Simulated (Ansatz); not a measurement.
Computed with Ansatz 0.2.0, DFT PBE, scalar-relativistic, plane waves, PAW. Settings: cutoff 420 eV, Γ-centred meshes spaced at most about 0.3 Å⁻¹, and about 0.25 Å⁻¹ or finer for metals (2π included), Gaussian smearing. Spin is collinear in cells that carry moments; the others ran without spin or lost their moments.

Each guess is relaxed in cell and atoms at zero pressure, on a coarse mesh first where it starts far from rest and then on a converged one. The steps can't lower the symmetry of the start, but it can rise. Energies are static (0 K, no zero-point motion).

This guess for TiTe₂ isn't its lowest structure:

```
Ti Te
1.0
     2.70809    0.00000    0.00000
     0.00000    6.26971    0.00000
    -0.31479    0.00000    4.77925
Ti Te
1 2
Direct
  0.50000 0.00000 0.50000
  0.00000 0.50000 0.00000
  0.00000 0.00000 0.00000
```

**Question.** Where does the relaxation end?

**Answer.** P2/m at 27.0 Å³/atom → Pmmm at 31.5 Å³/atom. Conventional cell: a = 3.534 Å, b = 4.284 Å, c = 6.247 Å. Ti has 4 Te at 2.78 Å; around Te on its first site lie 2 Te at 3.12 Å and 2 Te at 3.53 Å; Te on its second site is surrounded by 4 Ti at 2.78 Å, 2 Te at 3.12 Å and 2 Te at 3.53 Å.

```cif
data_structure
_symmetry_space_group_name_H-M 'Pmmm'
_symmetry_Int_Tables_number 47
_cell_length_a 3.5340
_cell_length_b 4.2843
_cell_length_c 6.2473
_cell_angle_alpha 90.000
_cell_angle_beta 90.000
_cell_angle_gamma 90.000
_cell_volume 94.59
loop_
_atom_site_label
_atom_site_type_symbol
_atom_site_symmetry_multiplicity
_atom_site_Wyckoff_symbol
_atom_site_fract_x
_atom_site_fract_y
_atom_site_fract_z
_atom_site_occupancy
Ti1 Ti 1 f 0.50000 0.50000 0.00000 1
Te1 Te 1 c 0.00000 0.00000 0.50000 1
Te2 Te 1 a 0.00000 0.00000 0.00000 1
```

**Question.** How far does this end lie above the lowest form of TiTe₂ relaxed in the same way, and what is that form?

**Answer.** It lies 0.97 eV/atom above the lowest of the 9 forms computed, a structure that the Crystallography Open Database (COD) lists, of the cadmium iodide type. Space group P-3m1 (No. 164), trigonal, a = 3.768 Å, c = 6.919 Å. Around Ti lie 6 Te at 2.78 Å; Te is surrounded by 3 Ti at 2.78 Å. That form has 28.4 Å³/atom and no gap on its mesh, nor has the guess's end. Counting Te atoms around Ti (those within 1.25 times the shortest such distance or 1.15 times the sum of covalent radii), the guess's end has Ti 4 and the lowest form has Ti 6.

Weakly bound directions are ill-defined at this level, which has no dispersion term (P-3m1), and this can change margins and order among such cells. These runs have no spin–orbit coupling, which can matter for Te. Another magnetic order may lie lower. Some candidate types were left out of the draw beforehand, so a known form may be missing.
